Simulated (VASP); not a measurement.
# Cu in VASP: further runs

One slab, Cu, is run at these levels: RPBE; tasks: relaxation of the atoms, single point.

Program: VASP 6.6.1. These are calculated values, not measurements. Logs are shortened: lines on timing, memory, paths and dates and some standing lists are left out, and cuts for length are marked.

**1. The slab as given**

The cell holds a slab with vacuum, 16 atoms: a = 5.205 Å, b = 5.205 Å, c = 23.375 Å, α = 90.00°, β = 90.00°, γ = 120.00°.

The slab is cut from a database's or a generator's crystal, which needn't be the stable form of the element.

**2. Relaxation of the atoms, RPBE**

INCAR

```
SYSTEM = Cu
ALGO = Normal
DIPOL = 0.5 0.5 0.500
EDIFF = 1E-6
EDIFFG = -0.03
ENCUT = 450
GGA = RP
IBRION = 2
IDIPOL = 3
ISIF = 2
ISMEAR = 1
KPAR = 4
LASPH = .True.
LCHARG = .False.
LDIPOL = .True.
LREAL = Auto
LWAVE = .False.
NELM = 80
NSW = 90
PREC = Normal
SIGMA = 0.1
```

KPOINTS

```
k-points
0
Gamma
  6 6 1
  0 0 0
```

POSCAR

```
Cu
1.0
    5.2049168500      0.0000000000      0.0000000000
   -2.6024584200      4.5075902200      0.0000000000
    0.0000000000      0.0000000000     23.3746952200
Cu
16
Selective dynamics
Direct
    0.3333333300      0.1666666700      0.3636411100  F F F
    0.3333333300      0.6666666700      0.3636411100  F F F
    0.8333333300      0.1666666700      0.3636411100  F F F
    0.8333333300      0.6666666700      0.3636411100  F F F
    0.6666666700      0.3333333300      0.4545470400  F F F
    0.6666666700      0.8333333300      0.4545470400  F F F
    0.1666666700      0.3333333300      0.4545470400  F F F
    0.1666666700      0.8333333300      0.4545470400  F F F
    0.0000000000      0.5000000000      0.5454529600  T T T
    0.0000000000      0.0000000000      0.5454529600  T T T
    0.5000000000      0.5000000000      0.5454529600  T T T
    0.5000000000      0.0000000000      0.5454529600  T T T
    0.3333333300      0.6666666700      0.6363588900  T T T
    0.3333333300      0.1666666700      0.6363588900  T T T
    0.8333333300      0.6666666700      0.6363588900  T T T
    0.8333333300      0.1666666700      0.6363588900  T T T
```

Potentials or basis: VASP PAW PBE potentials, release 64 (Cu).

Run with:

```
cat potpaw_PBE.64/Cu/POTCAR > POTCAR
mpirun -np 4 vasp_std > vasp.out
```

OUTCAR:

```text
SYSTEM = Cu
   EDIFF = 1E-6
   EDIFFG = -0.03
   ENCUT = 450
   GGA = RP
   IBRION = 2
   ISIF = 2
   ISMEAR = 1
   LASPH = .True.
   LREAL = Auto
   NELM = 80
   NSW = 90
   PREC = Normal

 ion  position               nearest neighbor table
   1  0.333  0.167  0.364-   7 2.60   3 2.60   3 2.60   2 2.60   2 2.60   4 2.60   4 2.60   5 2.60
                             8 2.60
   2  0.333  0.667  0.364-   8 2.60   4 2.60   4 2.60   1 2.60   1 2.60   3 2.60   3 2.60   6 2.60
                             7 2.60
   3  0.833  0.167  0.364-   5 2.60   1 2.60   1 2.60   4 2.60   4 2.60   2 2.60   2 2.60   7 2.60
                             6 2.60
   4  0.833  0.667  0.364-   6 2.60   2 2.60   2 2.60   3 2.60   3 2.60   1 2.60   1 2.60   8 2.60
                             5 2.60
   5  0.667  0.333  0.455-   9 2.60  12 2.60  11 2.60   3 2.60   7 2.60   7 2.60   6 2.60   6 2.60
                             8 2.60   8 2.60   1 2.60   4 2.60
   6  0.667  0.833  0.455-  10 2.60  11 2.60  12 2.60   4 2.60   8 2.60   8 2.60   5 2.60   5 2.60
                             7 2.60   7 2.60   2 2.60   3 2.60
   7  0.167  0.333  0.455-  11 2.60  10 2.60   9 2.60   1 2.60   5 2.60   5 2.60   8 2.60   8 2.60
                             6 2.60   6 2.60   3 2.60   2 2.60
   8  0.167  0.833  0.455-  12 2.60   9 2.60  10 2.60   2 2.60   6 2.60   6 2.60   7 2.60   7 2.60
                             5 2.60   5 2.60   4 2.60   1 2.60
   9  0.000  0.500  0.545-   5 2.60   8 2.60   7 2.60  13 2.60  16 2.60  11 2.60  11 2.60  10 2.60
[... 22 lines left out ...]
 A1 = (   5.2049168500,   0.0000000000,   0.0000000000)
 A2 = (  -2.6024584200,   4.5075902200,   0.0000000000)
 A3 = (   0.0000000000,   0.0000000000,  23.3746952200)

Analysis of symmetry for initial positions (statically):
=====================================================================
 Subroutine PRICEL returns following result:

  LATTYP: Found a hexagonal cell.
 ALAT       =     2.6024584250
 C/A-ratio  =     8.9817746925
[... 12 lines left out ...]
 Subroutine GETGRP returns: Found 12 space group operations
 (whereof  6 operations were pure point group operations)
 out of a pool of 24 trial point group operations.

The static configuration has the point symmetry C_3v.
 The point group associated with its full space group is D_3d.

Analysis of symmetry for dynamics (positions and initial velocities):
=====================================================================
 Subroutine PRICEL returns following result:

  LATTYP: Found a hexagonal cell.
 ALAT       =     2.6024584250
 C/A-ratio  =     8.9817746925
[... 12 lines left out ...]
 Subroutine GETGRP returns: Found 12 space group operations
 (whereof  6 operations were pure point group operations)
 out of a pool of 24 trial point group operations.

The dynamic configuration has the point symmetry C_3v.
 The point group associated with its full space group is D_3d.

[... 137 lines left out ...]
   IVDW    =     0    specifies the selected vdW correction
   LEPSILON=     F    determine dielectric tensor
   LRPA    =     F    only Hartree local field effects (RPA)
 conjugate gradient relaxation of ions
 non-spin polarized calculation
 Methfessel and Paxton  Order N= 1 SIGMA  =   0.10
  energy-cutoff  :      450.00
  volume of cell :      548.41
 maximum number of plane-waves:     11949
   NGX = 17   NGY = 17   NGZ = 81

--------------------------------------- Ionic step        1  -------------------------------------------

 number of electron     175.9999730 magnetization

 Free energy of the ion-electron system (eV)
  ---------------------------------------------------
  ext. energy  EPLUGINS =         0.00000000
  ---------------------------------------------------
  free energy    TOTEN  =       -48.87028443 eV

  energy without entropy =      -48.85813818  energy(sigma->0) =      -48.86623568

------------------------ aborting loop because EDIFF is reached ----------------------------------------

  FORCE on cell =-STRESS in cart. coord.  units (eV):
  Direction    XX          YY          ZZ          XY          YZ          ZX
  --------------------------------------------------------------------------------------
  -------------------------------------------------------------------------------------
  Total       -4.6160702     -4.6160702     -3.8625288     -0.0000000      0.0000000      0.0000000
  in kB      -13.4858651    -13.4858651    -11.2843913     -0.0000000      0.0000000      0.0000000
  external PRESSURE =     -12.7520405 kB  Pullay stress =       0.0000000 kB
[... 331 lines left out ...]
  FREE ENERGIE OF THE ION-ELECTRON SYSTEM (eV)
  ---------------------------------------------------
  free  energy   TOTEN  =       -48.8889221381 eV

  energy  without entropy=      -48.8865395531  energy(sigma->0) =      -48.88812794

 dipolmoment           0.000000      0.000000      0.001007 electrons x Angstroem

--------------------------------------- Ionic step        8  -------------------------------------------

 number of electron     175.9999943 magnetization

 dipolmoment           0.000000      0.000000     -0.001950 electrons x Angstroem

 Free energy of the ion-electron system (eV)
  ---------------------------------------------------
  ext. energy  EPLUGINS =         0.00000000
  ---------------------------------------------------
  free energy    TOTEN  =       -48.88931417 eV

  energy without entropy =      -48.88609184  energy(sigma->0) =      -48.88824006

 E-fermi :  -0.3152     XC(G=0):  -5.2194

 val. band max:       -0.3759989058   @ k =   0.5000   0.0000   0.0000
 cond. band min:      -0.3044210103   @ k =   0.0000   0.0000   0.0000
 fundamental gap:      0.0715778955
 Fermi energy:        -0.3151515539

 k-point     1 :       0.0000    0.0000    0.0000
  band No.  band energies     occupation
      1      -8.7712      2.00000
      2      -7.5240      2.00000
      3      -5.9111      2.00000
      4      -5.0573      2.00000
      5      -4.7906      2.00000
      6      -4.7905      2.00000
[... 710 lines left out ...]
     99       4.0398      0.00000
    100       4.0573      0.00000
 [bands above 100 left out]

------------------------ aborting loop because EDIFF is reached ----------------------------------------

 vacuum level on the upper side and lower side of the slab       (xc-potential included)        -0.121        -0.114

  FORCE on cell =-STRESS in cart. coord.  units (eV):
  Direction    XX          YY          ZZ          XY          YZ          ZX
  --------------------------------------------------------------------------------------
  -------------------------------------------------------------------------------------
  Total       -3.6213899     -3.6213899     -1.8891735     -0.0000000      0.0000000     -0.0000000
  in kB      -10.5799030    -10.5799030     -5.5192268     -0.0000000      0.0000000     -0.0000000
  external PRESSURE =      -8.8930110 kB  Pullay stress =       0.0000000 kB
[... 31 lines left out ...]
  FREE ENERGIE OF THE ION-ELECTRON SYSTEM (eV)
  ---------------------------------------------------
  free  energy   TOTEN  =       -48.8893141691 eV

  energy  without entropy=      -48.8860918435  energy(sigma->0) =      -48.88824006

 reached required accuracy - stopping structural energy minimisation

 vacuum level on the upper side and lower side of the slab         4.129         4.142
```

CONTCAR:

```text
Cu
   1.00000000000000
     5.2049168500000000    0.0000000000000000    0.0000000000000000
    -2.6024584200000001    4.5075902200000000    0.0000000000000000
     0.0000000000000000    0.0000000000000000   23.3746952199999996
  Cu
    16
Selective dynamics
Direct
[... 13 lines left out ...]
     0.3333333300000021    0.1666666699999979    0.6332916005073473   T   T   T
     0.8333333300000021    0.6666666699999979    0.6332916005073473   T   T   T
     0.8333333300000021    0.1666666699999979    0.6332916005073473   T   T   T

  0.00000000E+00  0.00000000E+00  0.00000000E+00
  0.00000000E+00  0.00000000E+00  0.00000000E+00
  0.00000000E+00  0.00000000E+00  0.00000000E+00
  0.00000000E+00  0.00000000E+00  0.00000000E+00
  0.00000000E+00  0.00000000E+00  0.00000000E+00
  0.00000000E+00  0.00000000E+00  0.00000000E+00
[... 8 lines left out ...]
  0.00000000E+00  0.00000000E+00  0.00000000E+00
  0.00000000E+00  0.00000000E+00  0.00000000E+00
```

It took 12 min on 4 MPI ranks of Intel Xeon Platinum 8488C (Sapphire Rapids), shared host; peak memory 0.45 GiB.

Results:

* Free energy: -48.8893 eV
* Energy gained by relaxing: 1.2 meV/atom
* Ionic steps: 8
* Band gap on the k mesh: none (metal or under the smearing width)

Step by step:
```csv
step,energy change (eV),largest force (eV/Å),pressure (GPa)
1,0.0000,0.1074,-1.28
2,-0.0022,0.1066,-1.25
3,-0.0077,0.1078,-1.18
4,-0.0128,0.1177,-1.01
5,-0.0156,0.1090,-0.96
6,-0.0179,0.1092,-0.98
7,-0.0186,0.1354,-0.85
8,-0.0190,0.1100,-0.89
```

Final structure:
```
CELL_PARAMETERS angstrom
5.20492 0.00000 0.00000
-2.60246 4.50759 0.00000
0.00000 0.00000 23.37470
ATOMIC_POSITIONS crystal
Cu 0.33333 0.16667 0.36364
Cu 0.33333 0.66667 0.36364
Cu 0.83333 0.16667 0.36364
Cu 0.83333 0.66667 0.36364
Cu 0.66667 0.33333 0.45455
Cu 0.66667 0.83333 0.45455
Cu 0.16667 0.33333 0.45455
Cu 0.16667 0.83333 0.45455
Cu 0.00000 0.50000 0.54381
Cu 0.00000 0.00000 0.54381
Cu 0.50000 0.50000 0.54381
Cu 0.50000 0.00000 0.54381
Cu 0.33333 0.66667 0.63329
Cu 0.33333 0.16667 0.63329
Cu 0.83333 0.66667 0.63329
Cu 0.83333 0.16667 0.63329
```

Caveat: the PAW data sets were made with another functional, which shifts forces and pressure a little.

**3. Single point, RPBE**

INCAR

```
SYSTEM = Cu
ALGO = Normal
DIPOL = 0.5 0.5 0.500
EDIFF = 1E-6
ENCUT = 450
GGA = RP
ICORELEVEL = 1
IDIPOL = 3
ISIF = 2
ISMEAR = 1
KPAR = 4
LASPH = .True.
LCHARG = .False.
LDIPOL = .True.
LREAL = Auto
LVACPOTAV = .True.
LVHAR = .True.
LWAVE = .False.
NBANDS = 102
NELM = 80
PREC = Normal
SIGMA = 0.1
```

KPOINTS is that of step 2.

POSCAR

```
Cu                                      
1.0
    5.2049168500      0.0000000000      0.0000000000
   -2.6024584200      4.5075902200      0.0000000000
    0.0000000000      0.0000000000     23.3746952200
  Cu            
    16
Selective dynamics
Direct
     0.3333333300000021    0.1666666699999979    0.3636411100000032   F   F   F
     0.3333333300000021    0.6666666699999979    0.3636411100000032   F   F   F
     0.8333333300000021    0.1666666699999979    0.3636411100000032   F   F   F
     0.8333333300000021    0.6666666699999979    0.3636411100000032   F   F   F
     0.6666666699999979    0.3333333300000021    0.4545470400000013   F   F   F
     0.6666666699999979    0.8333333300000021    0.4545470400000013   F   F   F
     0.1666666699999979    0.3333333300000021    0.4545470400000013   F   F   F
     0.1666666699999979    0.8333333300000021    0.4545470400000013   F   F   F
     0.0000000000000000    0.5000000000000000    0.5438128323051218   T   T   T
     0.0000000000000000    0.0000000000000000    0.5438128323051218   T   T   T
     0.5000000000000000    0.5000000000000000    0.5438128323051218   T   T   T
     0.5000000000000000    0.0000000000000000    0.5438128323051218   T   T   T
     0.3333333300000021    0.6666666699999979    0.6332916005073473   T   T   T
     0.3333333300000021    0.1666666699999979    0.6332916005073473   T   T   T
     0.8333333300000021    0.6666666699999979    0.6332916005073473   T   T   T
     0.8333333300000021    0.1666666699999979    0.6332916005073473   T   T   T
```

Potentials or basis: VASP PAW PBE potentials, release 64 (Cu).

Run with:

```
cat potpaw_PBE.64/Cu/POTCAR > POTCAR
mpirun -np 4 vasp_std > vasp.out
```

It took 3.2 min on 4 MPI ranks of Intel Xeon Platinum 8488C (Sapphire Rapids), shared host; peak memory 0.43 GiB.

Results (log left out):

* Free energy: -48.8893 eV
* Largest force: 0.110 eV/Å
* Band gap on the k mesh: none (metal or under the smearing width)
* Work function of the upper face: 4.56 eV
* Work function of the lower face: 4.58 eV

Forces in eV/Å, atoms in the order of the input:
```
Cu   0.000  0.000  0.110
Cu   0.000  0.000  0.110
Cu   0.000  0.000  0.110
Cu   0.000  0.000  0.110
Cu   0.000  0.000 -0.105
Cu   0.000  0.000 -0.105
Cu   0.000  0.000 -0.105
Cu   0.000  0.000 -0.105
Cu   0.000  0.000  0.004
Cu   0.000  0.000  0.004
Cu   0.000  0.000  0.004
Cu   0.000  0.000  0.004
Cu   0.000  0.000 -0.009
Cu   0.000  0.000 -0.009
Cu   0.000  0.000 -0.009
Cu   0.000  0.000 -0.009
```

Levels at points of the mesh, in eV from the Fermi level:
```
           k point  band 84  band 85  band 86  band 87  band 88  band 89  band 90  band 91  band 92  band 93
(0.00, 0.00, 0.00)    -1.03    -0.06    -0.06    -0.06     0.01     0.85     0.85     0.85     1.39     1.39
(0.50, 0.00, 0.00)    -1.36    -0.95    -0.95    -0.06    -0.06     0.54     0.54     0.94     0.94     1.96
```

Core levels (eV, on the scale of the bands):
| atom | levels |
| --- | --- |
| 1 Cu | 1s -8848.6, 2s -1060.8, 2p -915.3, 3s -112.6, 3p -69.9 |
| 2 Cu | 1s -8848.6, 2s -1060.8, 2p -915.3, 3s -112.6, 3p -69.9 |
| 3 Cu | 1s -8848.6, 2s -1060.8, 2p -915.3, 3s -112.6, 3p -69.9 |
| 4 Cu | 1s -8848.6, 2s -1060.8, 2p -915.3, 3s -112.6, 3p -69.9 |
| 5 Cu | 1s -8848.8, 2s -1061.1, 2p -915.5, 3s -112.8, 3p -70.1 |
| 6 Cu | 1s -8848.8, 2s -1061.1, 2p -915.5, 3s -112.8, 3p -70.1 |

Caveat: the PAW data sets were made with another functional, which shifts forces and pressure a little.
